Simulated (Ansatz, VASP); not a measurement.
**Two plane-wave programs on CaO**

File INCAR:

```
PREC = Accurate
ENCUT = 520
EDIFF = 1E-6
ISMEAR = -1
SIGMA = 0.02
LREAL = F
LASPH = T
NELM = 100
ALGO = Normal
ISIF = 2
LWAVE = F
LCHARG = F
GGA = PE
NBANDS = 15
```

The input KPOINTS:

```
Automatic mesh
0
Gamma
  8 8 8
```

POSCAR

```
CaO
1.0
    0.0000000000      2.6067317416      2.5222736332
    2.6067317416      0.0000000000      2.5222736332
    2.6067317416      2.6067317416      0.0000000000
Ca O
1 1
Direct
    0.0000000000      0.0000000000      0.0000000000
    0.2500000000      0.2500000000      0.2500000000
```

Input for Ansatz:

```yaml
crystal:
  lattice:
    - [0.0, 2.6067317416, 2.5222736332]
    - [2.6067317416, 0.0, 2.5222736332]
    - [2.6067317416, 2.6067317416, 0.0]
  atoms:
    - { symbol: Ca, position: [0.0, 0.0, 0.0] }
    - { symbol: O, position: [0.25, 0.25, 0.25] }
kpoints:
  mp_grid: { grid: [8, 8, 8] }
  band_path:
    path:
      - [0.0, 0.0, 0.0]
      - [-0.5, -0.5, 0.0]
      - [-0.375, -0.375, 0.25]
      - [-0.375, 0.0, 0.375]
      - [0.0, 0.0, 0.5]
      - [-0.5, -0.25, 0.25]
    npoints: 1
hamiltonian:
  xc: pbe
scf:
  occupations: { method: fermi_dirac, width: 0.02 }
  n_extra_bands: 4
output:
  forces: true
  stress: true
  eigenvalues: true
```

Change from the starting cell: uniaxial_z strain -3.2%.

Alike in both runs: task single point; functional PBE; k mesh 8 × 8 × 8; occupations fermi-dirac, width 0.02 eV; no spin polarisation.

```csv
,VASP,Ansatz
version,VASP 6.6.1,Ansatz 0.2.0
potentials or method,"VASP PAW PBE potentials, release 64 (Ca_sv, O)","plane waves, PAW"
plane-wave cutoff (eV),520,420
valence electrons in the cell,16,16
```

VASP gave:

| Property | Result |
| --- | --- |
| gap on the k mesh at the Fermi level (eV) | 3.42 |
| pressure (GPa) | 4.7 |
| largest component of the traceless stress (GPa) | 0.13 |

Which values does Ansatz return?

gap on the k mesh at the Fermi level (eV): 3.43; pressure (GPa): 4.2; largest component of the traceless stress (GPa): 0.16.

With one functional, cell and mesh, what is left measures potentials, basis and numerics.

A k mesh can miss the band edges.
